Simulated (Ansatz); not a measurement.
The system is SnO.

```
CELL_PARAMETERS angstrom
3.81370 0.00000 0.00000
0.00000 3.81370 0.00000
0.00000 0.00000 4.88691
ATOMIC_POSITIONS crystal
Sn 0.50000 0.00000 0.76463
Sn 0.00000 0.50000 0.23537
O 0.00000 0.00000 0.00000
O 0.50000 0.50000 0.00000
```

The cell is a database's computed one.

- Program: Ansatz 0.2.0
- Task: relaxation of cell and atoms
- Functional: revPBE
- Dispersion: D3(BJ)
- Potentials or basis: Ansatz PAW
- Cutoff: 420 eV (not typed: the program's choice for these potentials)
- k mesh: 7 × 7 × 6
- Occupations: fermi-dirac, width 0.05 eV
- Spin: no spin polarisation

At the start: volume 17.77 Å³/atom.

Q: How do energy, volume and symmetry change on relaxing?

A: It ends after 9 steps and the volume is 17.18 Å³/atom (-3.3 %); space group P4/nmm (No. 129, to 0.05 Å).

Step by step:
| step | energy change (eV) | largest force (eV/Å) | volume (Å³) |
| --- | --- | --- | --- |
| 1 | 0.0000 | 0.5374 | 71.08 |
| 2 | -0.0139 | 0.5884 | 66.89 |
| 3 | -0.0344 | 0.0418 | 68.94 |
| 4 | -0.0360 | 0.0029 | 68.98 |
| 5 | -0.0366 | 0.0076 | 68.97 |
| 6 | -0.0364 | 0.0021 | 69.03 |
| 7 | -0.0330 | 0.0006 | 69.03 |
| 8 | -0.0340 | 0.0001 | 68.74 |
| 9 | -0.0333 | 0.0000 | 68.74 |

Final structure:
```cif
data_structure
_symmetry_space_group_name_H-M 'P 1'
_symmetry_Int_Tables_number 1
_cell_length_a 3.8354
_cell_length_b 3.8354
_cell_length_c 4.6726
_cell_angle_alpha 90.000
_cell_angle_beta 90.000
_cell_angle_gamma 90.000
_cell_volume 68.74
loop_
_atom_site_label
_atom_site_type_symbol
_atom_site_fract_x
_atom_site_fract_y
_atom_site_fract_z
_atom_site_occupancy
Sn1 Sn 0.50000 0.00000 0.75119 1
Sn2 Sn 0.00000 0.50000 0.24881 1
O1 O 0.00000 0.00000 0.00000 1
O2 O 0.50000 0.50000 0.00000 1
```

Caveat: the plane-wave basis is chosen anew once the cell has moved, so the energies of steps on either side of that aren't comparable; the pressure holds a Pulay correction of +0.4 GPa for the finite cutoff; the PAW data sets come from PBE, with cores solved anew for the run's functional, which leaves a small shift of forces and pressure.
